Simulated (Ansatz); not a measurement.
# Be (P6_3/mmc) in Ansatz: settings compared

Aim: see how the results for Be move with the level of theory and the settings. Levels: PBEsol+D3(BJ)-ATM, PBEsol+D4. Tasks: relaxation of cell and atoms.

All numbers are computed with Ansatz 0.2.0; they aren't measurements. Logs are shortened: lines on timing, memory, paths and dates and some standing lists are left out, and cuts for length are marked.

## (1) The structure

The structure is hexagonal, space group P6_3/mmc (No. 194). The conventional cell has a = 2.285 Å, b = 2.285 Å, c = 3.584 Å, α = 90.00°, β = 90.00°, γ = 120.00°. Be (site symmetry -6m2) is surrounded by 12 Be at 2.23 to 2.29 Å.

## (2) Relaxation of cell and atoms, PBEsol+D3(BJ)-ATM

Contents of input.yaml:

```yaml
crystal:
  lattice:
    - [2.2853, 0.0, 0.0]
    - [-1.14265, 1.9791278553, 0.0]
    - [0.0, 0.0, 3.5842]
  atoms:
    - { symbol: Be, position: [0.6666666667, 0.3333333333, 0.75] }
    - { symbol: Be, position: [0.3333333333, 0.6666666667, 0.25] }
hamiltonian:
  xc: pbesol
  pseudopotentials: { kind: paw }
  dispersion: d3bjatm
kpoints:
  mp_grid: { grid: [13, 13, 8] }
scf:
  occupations: { method: fermi_dirac, width: 0.05 }
output:
  forces: true
  stress: true
  eigenvalues: true
relax:
  f_tol: 0.01
  max_steps: 40
  cell: { stress_tol: 0.05 }
```

Potentials or basis: Ansatz PAW.

Command:

```console
$ ansatz run input.yaml --threads 2 --pin off --max-ram 5632MiB --backend cpu --events-out ev --progress --plain --runs-dir out
```

Standard output:

```text
Warning: RAYON_NUM_THREADS=2 ignored (pool sized by the plan → 2); use --threads N
Engine: ansatz 0.2.0, aarch64-unknown-linux-gnu
Pseudopotentials: kind: paw
Pseudopotential: Be, paw, valence charge 2, recommended cutoff 420 eV (normal), Be.paw.azcp
Functional definition: PBEsol
  exchange = pbesol_x
  correlation = pbesol_c
Crystal: 2 atoms, lattice volume = 16.211 Å³
Basis set: ecut = 420 eV, 311 PW (Γ), exchange–correlation on 32×32×48 points (8 copies of the dense FFT grid, shifted against one another)
Bands: 6, of which v1, the nominal top of the filled ones, is band 2 counted from 1 (1 counted from 0)
Symmetry: 24 space group operations
Space group: P63/mmc (ITA 194), of the structure as read, at distance tolerance 2.5e-5 Å
k-points: 105 of 1352
Non-local potential: Be, projectors of the file, l = 0: 2, l = 1: 2, l = 2: 1
PAW form: soft (Blöchl's): semilocal exchange-correlation on the pseudo side does not see the compensation charge
PAW frozen core: Be, regenerated for the run's functional, and the local potential with it (the file was generated under x = pbe(κ = 0.804, μ = 0.2195149727645171), c = pbe(β = 0.06672455060314922))
PAW one-centre angular grid: Be, 110 points (default); XC on 64 Gauss nodes
Initial density: superposition of atomic densities (neutral atoms: chi_scale 0, normalization atom), corrected by the library's trained network
Initial wavefunctions: pseudopotential atomic-orbital guess
Functional: x = pbesol(κ = 0.804, μ = 0.12345679012345678), c = pbesol(β = 0.046)
SCF iter   1: F=—  HF=-181.155492 eV  |F-HF|=—  |Δ(HF+E_count)|=         —  Δρ=1.21e-3  dr2=1.79e-4  ethr=1.77e-3  ⟨swp⟩=5.4  Hψ=5699  notcnv=0
preconditioner: auto → none  [insulator: Δε(μ)=0.139 eV  Ē_g=12.658 eV  σ=0.050 eV  W_gap=0.60  n_scr=2 (ndim 8)  ℏωp=18.4 eV  f_vac=0.000  D(μ)=0.13/eV (n_scr^D=0)  ε∞_Penn≈3.1]
SCF iter   2: F=—  HF=-181.155426 eV  |F-HF|=—  |Δ(HF+E_count)|=   6.63e-5  Δρ=5.65e-4  dr2=3.71e-5  ethr=4.47e-6  ⟨swp⟩=1.4  Hψ=1509  notcnv=0
SCF iter   3: F=—  HF=-181.155455 eV  |F-HF|=—  |Δ(HF+E_count)|=   2.90e-5  Δρ=1.59e-5  dr2=1.68e-8  ethr=9.27e-7  ⟨swp⟩=1.7  Hψ=748  notcnv=0
iter 4 did not close the SCF: its close was put off for the readings that it lacked (scf_convergence_deferred on its scf_iter line)
SCF iter   4: F=-181.155455 eV  HF=-181.155455 eV  |F-HF|=5.14e-11  |Δ(HF+E_count)|=   4.33e-8  Δρ=2.05e-6  dr2=2.87e-10  ethr=4.19e-10  ⟨swp⟩=1.9  Hψ=773  notcnv=0
iter 5 did not close the SCF: its close was put off for the readings that it lacked (scf_convergence_deferred on its scf_iter line)
SCF iter   5: F=-181.155455 eV  HF=-181.155455 eV  |F-HF|=6.82e-13  |Δ(HF+E_count)|=  3.85e-11  Δρ=3.08e-7  dr2=8.19e-12  ethr=7.16e-12  ⟨swp⟩=1.2  Hψ=654  notcnv=0
SCF iter   6: F=-181.155455 eV  HF=-181.155455 eV  |F-HF|=2.84e-14  |Δ(HF+E_count)|=  3.41e-13  Δρ=1.51e-8  dr2=2.99e-14  ethr=1.00e-12  ⟨swp⟩=1.0  Hψ=1575  notcnv=0
SCF 1 converged in 6 iterations: F = -181.155455 eV  dr2 = 2.99e-14
relax step   1: F+E_penalty+E_count = -181.15545499 eV  Δ(F+E_penalty+E_count) = +0.000e0 eV  max|allowed force component| = 1.110e-16 eV/Å  Δτ_max = 0.0000 Å  P = -7.852 GPa  Ω = 16.211 Å³  (6 SCF iters, dr2 threshold 1.00e-7 eV, accepted)
Crystal: 2 atoms, lattice volume = 15.595 Å³
Initial density: handed on by an earlier stage of this run
Initial wavefunctions: those handed on with the density
iter 1 solved again at ethr=2.16e-6 eV; its pass at ethr=3.10e-3 eV (dr2=8.62e-5 eV) is discarded
SCF iter   1: F=—  HF=-181.177627 eV  |F-HF|=—  |Δ(HF+E_count)|=         —  Δρ=1.03e-3  dr2=8.60e-5  ethr=2.16e-6  ⟨swp⟩=1.6  Hψ=6393  notcnv=0
preconditioner: auto → none  [insulator: Δε(μ)=0.155 eV  Ē_g=13.011 eV  σ=0.050 eV  W_gap=0.65  n_scr=2 (ndim 8)  ℏωp=18.8 eV  f_vac=0.000  D(μ)=0.12/eV (n_scr^D=0)  ε∞_Penn≈3.1]
SCF iter   2: F=—  HF=-181.177646 eV  |F-HF|=—  |Δ(HF+E_count)|=   1.82e-5  Δρ=4.95e-4  dr2=1.84e-5  ethr=2.15e-6  ⟨swp⟩=1.0  Hψ=630  notcnv=0
SCF iter   3: F=-181.177642 eV  HF=-181.177642 eV  |F-HF|=2.13e-9  |Δ(HF+E_count)|=   4.01e-6  Δρ=1.24e-5  dr2=9.03e-9  ethr=5.00e-9  ⟨swp⟩=3.1  Hψ=2180  notcnv=0
SCF 2 converged in 3 iterations: F = -181.177642 eV  dr2 = 9.03e-9
relax step   2: F+E_penalty+E_count = -181.17764167 eV  Δ(F+E_penalty+E_count) = -2.219e-2 eV  max|allowed force component| = 2.405e-16 eV/Å  Δτ_max = 0.0000 Å  P = -3.501 GPa  Ω = 15.595 Å³  energy of the carried Pulay correction = +1.010e-4 eV  (3 SCF iters, dr2 threshold 2.00e-7 eV, accepted)
Crystal: 2 atoms, lattice volume = 15.129 Å³
Basis set: ecut = 420 eV, 299 PW (Γ), exchange–correlation on 32×32×48 points (8 copies of the dense FFT grid, shifted against one another)
iter 1 solved again at ethr=1.08e-6 eV; its pass at ethr=3.10e-3 eV (dr2=4.31e-5 eV) is discarded
SCF iter   1: F=—  HF=-181.182460 eV  |F-HF|=—  |Δ(HF+E_count)|=         —  Δρ=7.94e-4  dr2=4.30e-5  ethr=1.08e-6  ⟨swp⟩=1.9  Hψ=6441  notcnv=0
preconditioner: auto → none  [insulator: Δε(μ)=0.185 eV  Ē_g=13.297 eV  σ=0.050 eV  W_gap=0.73  n_scr=2 (ndim 8)  ℏωp=19.1 eV  f_vac=0.000  D(μ)=0.10/eV (n_scr^D=0)  ε∞_Penn≈3.1]
SCF iter   2: F=—  HF=-181.182475 eV  |F-HF|=—  |Δ(HF+E_count)|=   1.51e-5  Δρ=3.86e-4  dr2=9.48e-6  ethr=1.08e-6  ⟨swp⟩=1.0  Hψ=630  notcnv=0
SCF iter   3: F=-181.182474 eV  HF=-181.182474 eV  |F-HF|=1.02e-9  |Δ(HF+E_count)|=   1.22e-6  Δρ=8.26e-6  dr2=4.03e-9  ethr=5.00e-9  ⟨swp⟩=3.0  Hψ=2048  notcnv=0
SCF 3 converged in 3 iterations: F = -181.182474 eV  dr2 = 4.03e-9
relax step   3: F+E_penalty+E_count = -181.18247385 eV  Δ(F+E_penalty+E_count) = -4.832e-3 eV  max|allowed force component| = 4.533e-16 eV/Å  Δτ_max = 0.0000 Å  P = +0.300 GPa  Ω = 15.129 Å³  energy of the carried Pulay correction = +1.801e-4 eV  (3 SCF iters, dr2 threshold 2.00e-7 eV, accepted)
Crystal: 2 atoms, lattice volume = 15.165 Å³
iter 1 solved again at ethr=8.36e-9 eV; its pass at ethr=3.10e-3 eV (dr2=3.35e-7 eV) is discarded
SCF iter   1: F=—  HF=-181.182482 eV  |F-HF|=—  |Δ(HF+E_count)|=         —  Δρ=6.84e-5  dr2=3.34e-7  ethr=8.36e-9  ⟨swp⟩=2.1  Hψ=6216  notcnv=0
preconditioner: auto → none  [insulator: Δε(μ)=0.176 eV  Ē_g=13.273 eV  σ=0.050 eV  W_gap=0.71  n_scr=2 (ndim 8)  ℏωp=19.1 eV  f_vac=0.000  D(μ)=0.10/eV (n_scr^D=0)  ε∞_Penn≈3.1]
SCF iter   2: F=-181.182504 eV  HF=-181.182504 eV  |F-HF|=4.82e-9  |Δ(HF+E_count)|=   2.23e-5  Δρ=3.41e-5  dr2=8.22e-8  ethr=5.00e-9  ⟨swp⟩=2.0  Hψ=1787  notcnv=0
SCF 4 converged in 2 iterations: F = -181.182504 eV  dr2 = 8.22e-8
relax step   4: F+E_penalty+E_count = -181.18250433 eV  Δ(F+E_penalty+E_count) = -3.048e-5 eV  max|allowed force component| = 5.274e-16 eV/Å  Δτ_max = 0.0000 Å  P = -0.006 GPa  Ω = 15.165 Å³  energy of the carried Pulay correction = +1.737e-4 eV  (2 SCF iters, dr2 threshold 2.00e-7 eV, accepted)
Crystal: 2 atoms, lattice volume = 15.164 Å³
iter 1 solved again at ethr=1.21e-9 eV; its pass at ethr=3.10e-3 eV (dr2=4.82e-8 eV) is discarded
SCF iter   1: F=—  HF=-181.182483 eV  |F-HF|=—  |Δ(HF+E_count)|=         —  Δρ=2.65e-5  dr2=4.81e-8  ethr=1.21e-9  ⟨swp⟩=2.7  Hψ=6202  notcnv=0
preconditioner: auto → none  [insulator: Δε(μ)=0.178 eV  Ē_g=13.274 eV  σ=0.050 eV  W_gap=0.71  n_scr=2 (ndim 8)  ℏωp=19.1 eV  f_vac=0.000  D(μ)=0.10/eV (n_scr^D=0)  ε∞_Penn≈3.1]
SCF iter   2: F=—  HF=-181.182506 eV  |F-HF|=—  |Δ(HF+E_count)|=   2.25e-5  Δρ=1.30e-5  dr2=1.13e-8  ethr=2.93e-10  ⟨swp⟩=2.1  Hψ=1997  notcnv=0
SCF iter   3: F=-181.182506 eV  HF=-181.182506 eV  |F-HF|=1.21e-11  |Δ(HF+E_count)|=   1.59e-9  Δρ=8.06e-7  dr2=3.99e-11  ethr=2.83e-10  ⟨swp⟩=3.0  Hψ=1368  notcnv=0
SCF 5 converged in 3 iterations: F = -181.182506 eV  dr2 = 3.99e-11
relax step   5: F+E_penalty+E_count = -181.18250564 eV  Δ(F+E_penalty+E_count) = -1.309e-6 eV  max|allowed force component| = 3.978e-16 eV/Å  Δτ_max = 0.0000 Å  P = +0.000 GPa  Ω = 15.164 Å³  energy of the carried Pulay correction = +1.739e-4 eV  (3 SCF iters, dr2 threshold 1.17e-8 eV, accepted)
Basis set: ecut = 420 eV, 299 PW (Γ), exchange–correlation on 30×30×48 points (8 copies of the dense FFT grid, shifted against one another)
Initial wavefunctions: pseudopotential atomic-orbital guess (no wavefunctions were taken with the density)
iter 1 solved again at ethr=1.43e-9 eV; its pass at ethr=3.10e-3 eV (dr2=5.73e-8 eV) is discarded
SCF iter   1: F=—  HF=-181.182418 eV  |F-HF|=—  |Δ(HF+E_count)|=         —  Δρ=3.36e-5  dr2=1.73e-8  ethr=1.43e-9  ⟨swp⟩=3.2  Hψ=7611  notcnv=0
SCF iter   2: F=—  HF=-181.182385 eV  |F-HF|=—  |Δ(HF+E_count)|=   3.29e-5  Δρ=1.69e-5  dr2=4.24e-9  ethr=4.34e-10  ⟨swp⟩=2.0  Hψ=842  notcnv=0
SCF iter   3: F=—  HF=-181.182385 eV  |F-HF|=—  |Δ(HF+E_count)|=   1.10e-8  Δρ=1.25e-6  dr2=7.49e-11  ethr=1.06e-10  ⟨swp⟩=1.6  Hψ=747  notcnv=0
SCF iter   4: F=-181.182385 eV  HF=-181.182385 eV  |F-HF|=5.68e-14  |Δ(HF+E_count)|=  3.48e-11  Δρ=3.79e-7  dr2=1.23e-11  ethr=1.00e-12  ⟨swp⟩=4.0  Hψ=1602  notcnv=0
SCF 6 converged in 4 iterations: F = -181.182385 eV  dr2 = 1.23e-11
relax step   6: F+E_penalty+E_count = -181.18238465 eV  Δ(F+E_penalty+E_count) = +1.210e-4 eV  max|allowed force component| = 3.978e-16 eV/Å  Δτ_max = 0.0000 Å  P = -0.016 GPa  Ω = 15.164 Å³  stress off target by 1.78e-2 GPa  SCF on the basis re-selected at this cell (its energy is not comparable with the rows above)  (4 SCF iters)
basis re-selected at this cell: Δ(F+E_penalty+E_count) = +1.210e-4 eV, ΔP = -0.016 GPa vs the last step (what re-selecting the basis moved, of the pressure what is left beyond the Pulay correction that the steps carried, after the strain that the cell walked since its last selection, with what the two solves' SCF thresholds leave and, on support functions, any second-order correction that the steps lacked; it is no measure of the basis error at this ecutwfc). The dense FFT grid was sized anew with the basis: this SCF ran on 15×15×24 points, the steps before it on 16×16×24, so part of this shift can come from that change (see relax.cell in the input reference). This SCF's stress stands 1.78e-2 GPa from its target on what of the cell is left free (relax.cell.stress_tol is 5.00e-2 GPa) and its largest allowed force component is 3.98e-16 eV/Å (relax.f_tol is 1.00e-2 eV/Å): within both
SCF converged after 4 iterations
Free energy (F): -181.182385 eV
Harris-Foulkes:  -181.182385 eV  (|F-HF|=5.68e-14)
Internal energy: -181.181440 eV  (E = F + TS)
E sigma→0 (E₀):  -181.181912 eV
Entropy (-TS):   -0.000945 eV (-0.473 meV/atom)
Fermi energy:    8.314238 eV
--- Per-component energies (eV) ---
  E_band       = 13.264467
  E_kinetic    = 43.272814
  E_local      = 5.949894  (includes V_loc(G=0)·N_el)
  E_nonlocal   = 9.038971
  E_hartree    = 0.086665
  E_xc         = -39.857508
  E_vxc        = -42.367443  (∫ρ·V_xc dr)
  E_paw        = -114.540733  (= ΣΔE_a)
  E_vpaw       = -2.803098  (= ΣTr[D̂ρ^β])
  E_aug_tail   = -0.000001  (compensation charges beyond the density's cutoff)
  E_ewald      = -84.658866
  E_disp       = -0.491738  (pairwise vdW)
  E_core_change = 0.019063  (= ΣΔE_core)
  E_smearing   = -0.000945  (= −TS)
  E_closure    = 0.000000  (closes the sum)
  Σ components = -181.182385   (vs F -181.182385, Δ=0.00e0)
--- Forces (eV/Å), atoms counted from 1 ---
  atom   1  Be     0.00000000    -0.00000000     0.00000000
  atom   2  Be    -0.00000000     0.00000000    -0.00000000
  max |Σ_I F_I| component: 7.40e-17 eV/Å
--- Stress (GPa, compression-positive) ---
       -0.015363       0.000000       0.000000
       -0.000000      -0.015363       0.000000
        0.000000       0.000000      -0.017818
  P = ⅓ Tr σ = -0.0162 GPa (-0.162 kbar)
--- Band table (eV; the first three rows and the last of 105) ---
  k-point 0: bands = ["-3.0645", "3.9223", "9.8204", "24.9524", "24.9524", "27.9037"]
  k-point 1: bands = ["-2.9270", "3.1844", "10.8858", "25.0808", "25.0808", "27.8612"]
  k-point 2: bands = ["-2.5142", "1.7620", "13.2820", "25.4520", "25.4520", "26.5175"]
  k-point 104: bands = ["6.7650", "6.7650", "9.3661", "9.3661", "15.2855", "15.2855"]
--- Relaxed structure (5 steps of the walk, 5 accepted, 1 SCFs on fresh bases) ---
  F+E_penalty+E_count = -181.18238465 eV   max|allowed force component| = 3.978e-16 eV/Å   (the final SCF, on the basis selected at the relaxed cell)
  cell:  # Å, volume = 15.1642 Å³
    - [2.2343218189209626, -3.70998928844031e-33, -5.7968582631879855e-34]
    - [-1.1171609094604813, 1.934979455415408, -2.220270345869868e-33]
    - [-9.091628839431776e-34, -4.5458144197158876e-33, 3.507507096416103]
  atoms:
    - { symbol: Be, position: [0.6666666666666665, 0.33333333333333326, 0.7500000000000001] }
    - { symbol: Be, position: [0.33333333333333326, 0.6666666666666665, 0.25] }
```

It took 5.6 s on 2 threads of Arm Neoverse V1, shared host; peak memory 0.27 GiB.

What came out:

```
Free energy                            : -181.1824 eV
Relaxed volume                         : 7.58 Å³/atom
Relaxed cell                           : a = 2.234 Å, b = 2.234 Å, c = 3.508 Å, α = 90.00°, β = 90.00°, γ = 120.00°
Space group after relaxing (to 0.05 Å) : P6_3/mmc (No. 194)
Energy gained by relaxing              : 13.5 meV/atom
Ionic steps                            : 6
Pressure after relaxing                : 0.0 GPa
Band gap on the k mesh                 : none (metal or under the smearing width)
```

Step by step:
| step | energy change (eV) | largest force (eV/Å) | volume (Å³) |
| --- | --- | --- | --- |
| 1 | 0.0000 | 0.0000 | 16.21 |
| 2 | -0.0222 | 0.0000 | 15.59 |
| 3 | -0.0270 | 0.0000 | 15.13 |
| 4 | -0.0270 | 0.0000 | 15.17 |
| 5 | -0.0271 | 0.0000 | 15.16 |
| 6 | -0.0269 | 0.0000 | 15.16 |

Final structure:
```xyz
2
Lattice="2.2343 0.0000 0.0000 -1.1172 1.9350 0.0000 0.0000 0.0000 3.5075" Properties=species:S:1:pos:R:3 pbc="T T T"
Be    1.1172    0.6450    2.6306
Be    0.0000    1.2900    0.8769
```

Caveat: the plane-wave basis is chosen anew once the cell has moved, so the energies of steps on either side of that aren't comparable; pairwise dispersion overbinds metals, which lowers pressure and volume; the PAW data sets come from PBE, with cores solved anew for the run's functional, which leaves a small shift of forces and pressure.

## (3) Relaxation of cell and atoms, PBEsol+D4

Edit input.yaml of step 2 so:

```diff
@@ -11,3 +11,3 @@
   pseudopotentials: { kind: paw }
-  dispersion: d3bjatm
+  dispersion: d4
 kpoints:
@@ -20,2 +20,6 @@
   eigenvalues: true
+  write_density: true
+  write_potential: true
+  elf: true
+  volumetric_format: npy
 relax:
```

Potentials or basis: Ansatz PAW.

Command:

```console
$ ansatz run input.yaml --threads 2 --pin off --max-ram 5632MiB --backend cpu --events-out ev --progress --plain --runs-dir out
```

Standard output:

```text
Warning: RAYON_NUM_THREADS=2 ignored (pool sized by the plan → 2); use --threads N
[... 6 set-up lines as earlier in the session ...]
Crystal: 2 atoms, lattice volume = 16.211 Å³
Basis set: ecut = 420 eV, 311 PW (Γ), exchange–correlation on 32×32×48 points (8 copies of the dense FFT grid, shifted against one another)
Bands: 6, of which v1, the nominal top of the filled ones, is band 2 counted from 1 (1 counted from 0)
[... 2 set-up lines as earlier in the session ...]
k-points: 105 of 1352
[... 1 set-up line as earlier in the session ...]
[... 76 lines left out ...]
  E_paw        = -114.495584  (= ΣΔE_a)
  E_vpaw       = -2.759430  (= ΣTr[D̂ρ^β])
  E_aug_tail   = -0.000001  (compensation charges beyond the density's cutoff)
  E_ewald      = -83.981558
  E_disp       = -0.130616  (pairwise vdW)
  E_core_change = 0.019063  (= ΣΔE_core)
  E_smearing   = -0.001024  (= −TS)
  E_closure    = 0.000000  (closes the sum)
  Σ components = -180.827782   (vs F -180.827782, Δ=0.00e0)
--- Forces (eV/Å), atoms counted from 1 ---
  atom   1  Be     0.00000000    -0.00000000    -0.00000000
  atom   2  Be    -0.00000000     0.00000000     0.00000000
  max |Σ_I F_I| component: 3.70e-17 eV/Å
--- Stress (GPa, compression-positive) ---
       -0.011672      -0.000000       0.000000
       -0.000000      -0.011672       0.000000
        0.000000       0.000000      -0.020499
  P = ⅓ Tr σ = -0.0146 GPa (-0.146 kbar)
--- Band table (eV; the first three rows and the last of 105) ---
  k-point 0: bands = ["-3.1602", "3.7943", "9.5296", "24.3930", "24.3930", "27.3020"]
  k-point 1: bands = ["-3.0236", "3.0538", "10.5922", "24.5193", "24.5193", "27.2589"]
  k-point 2: bands = ["-2.6136", "1.6349", "12.9686", "24.8840", "24.8840", "26.0019"]
  k-point 104: bands = ["6.5691", "6.5691", "9.1352", "9.1352", "14.8512", "14.8512"]
--- Relaxed structure (5 steps of the walk, 5 accepted, 1 SCFs on fresh bases) ---
  F+E_penalty+E_count = -180.82778206 eV   max|allowed force component| = 1.110e-16 eV/Å   (the final SCF, on the basis selected at the relaxed cell)
  cell:  # Å, volume = 15.5335 Å³
    - [2.253248901165602, 7.419978576880623e-33, -1.1593716526375991e-34]
    - [-1.126624450582801, 1.951370789458783, 3.5918217371539186e-34]
    - [-1.8183257678863584e-34, 5.4549773036590624e-34, 3.5328034718029486]
  atoms:
    - { symbol: Be, position: [0.6666666666666665, 0.33333333333333337, 0.7500000000000001] }
    - { symbol: Be, position: [0.33333333333333337, 0.6666666666666667, 0.25000000000000006] }
```

rho_z.tsv:

```text
# z_ang	rho[e/angstrom^3]
# format = ansatz-planar-average/11
# lattice	2.253248901	0.000000000	-0.000000000
# lattice	-1.126624451	1.951370789	0.000000000
# lattice	-0.000000000	0.000000000	3.532803472
# sites	2
# site	4	1.126624451	0.650456930	2.649602604
# site	4	0.000000000	1.300913860	0.883200868
0.000000	2.641228e-1
0.147200	2.642472e-1
0.294400	2.636570e-1
0.441600	2.604914e-1
0.588801	2.543384e-1
0.736001	2.477868e-1
0.883201	2.449374e-1
1.030401	2.477868e-1
1.177601	2.543384e-1
1.324801	2.604914e-1
1.472001	2.636570e-1
1.619202	2.642472e-1
1.766402	2.641228e-1
1.913602	2.642472e-1
2.060802	2.636570e-1
2.208002	2.604914e-1
2.355202	2.543384e-1
2.502402	2.477868e-1
2.649603	2.449374e-1
2.796803	2.477868e-1
2.944003	2.543384e-1
3.091203	2.604914e-1
3.238403	2.636570e-1
3.385603	2.642472e-1
```

v_z.tsv:

```text
# z_ang	v_es[eV]	v_tot[eV]
# format = ansatz-planar-average/11
# xc	pbesol
# density_cutoff_ev	1680
# datasets	Be=:simpson_from_first_knot:soft:shift=-187476
# lattice	2.253248901	0.000000000	-0.000000000
# lattice	-1.126624451	1.951370789	0.000000000
# lattice	-0.000000000	0.000000000	3.532803472
# sites	2
# site	4	1.126624451	0.650456930	2.649602604
# site	4	0.000000000	1.300913860	0.883200868
0.000000	6.196854e0	-4.348412e0
0.147200	5.697044e0	-4.869576e0
0.294400	3.840564e0	-6.745350e0
0.441600	9.047378e-1	-9.750074e0
0.588801	-2.121085e0	-1.304911e1
0.736001	-4.429423e0	-1.565424e1
0.883201	-5.307605e0	-1.662696e1
1.030401	-4.429423e0	-1.565424e1
1.177601	-2.121085e0	-1.304911e1
1.324801	9.047378e-1	-9.750074e0
1.472001	3.840564e0	-6.745350e0
1.619202	5.697044e0	-4.869576e0
1.766402	6.196854e0	-4.348412e0
1.913602	5.697044e0	-4.869576e0
2.060802	3.840564e0	-6.745350e0
2.208002	9.047378e-1	-9.750074e0
2.355202	-2.121085e0	-1.304911e1
2.502402	-4.429423e0	-1.565424e1
2.649603	-5.307605e0	-1.662696e1
2.796803	-4.429423e0	-1.565424e1
2.944003	-2.121085e0	-1.304911e1
3.091203	9.047378e-1	-9.750074e0
3.238403	3.840564e0	-6.745350e0
3.385603	5.697044e0	-4.869576e0
```

It took 5.5 s on 2 threads of Arm Neoverse V1, shared host; peak memory 0.27 GiB.

What came out:

```yaml
Free_energy: -180.8278 eV
Relaxed_volume: 7.77 Å³/atom
Relaxed_cell: a = 2.253 Å, b = 2.253 Å, c = 3.533 Å, α = 90.00°, β = 90.00°, γ = 120.00°
Space_group_after_relaxing_to_0.05_Å: P6_3/mmc (No. 194)
Energy_gained_by_relaxing: 5.5 meV/atom
Ionic_steps: 6
Pressure_after_relaxing: 0.0 GPa
Band_gap_on_the_k_mesh: none (metal or under the smearing width)
```

The path:
```tsv
step	energy change (eV)	largest force (eV/Å)	volume (Å³)
1	0.0000	0.0000	16.21
2	-0.0091	0.0000	15.82
3	-0.0111	0.0000	15.52
4	-0.0111	0.0000	15.53
5	-0.0111	0.0000	15.53
6	-0.0110	0.0000	15.53
```

Final structure:
```xyz
2
Lattice="2.2532 0.0000 0.0000 -1.1266 1.9514 0.0000 0.0000 0.0000 3.5328" Properties=species:S:1:pos:R:3 pbc="T T T"
Be    1.1266    0.6505    2.6496
Be    0.0000    1.3009    0.8832
```

Levels at points of the mesh, in eV from the Fermi level:
| k point | band 1 | band 2 | band 3 | band 4 | band 5 | band 6 |
| --- | --- | --- | --- | --- | --- | --- |
| (0.00, 0.00, 0.00) | -11.26 | -4.30 | 1.43 | 16.30 | 16.30 | 19.20 |
| (0.00, 0.00, -0.50) | -9.08 | -9.08 | 11.15 | 11.15 | 17.99 | 17.99 |

Caveat: the plane-wave basis is chosen anew once the cell has moved, so the energies of steps on either side of that aren't comparable; pairwise dispersion overbinds metals, which lowers pressure and volume; the PAW data sets come from PBE, with cores solved anew for the run's functional, which leaves a small shift of forces and pressure.
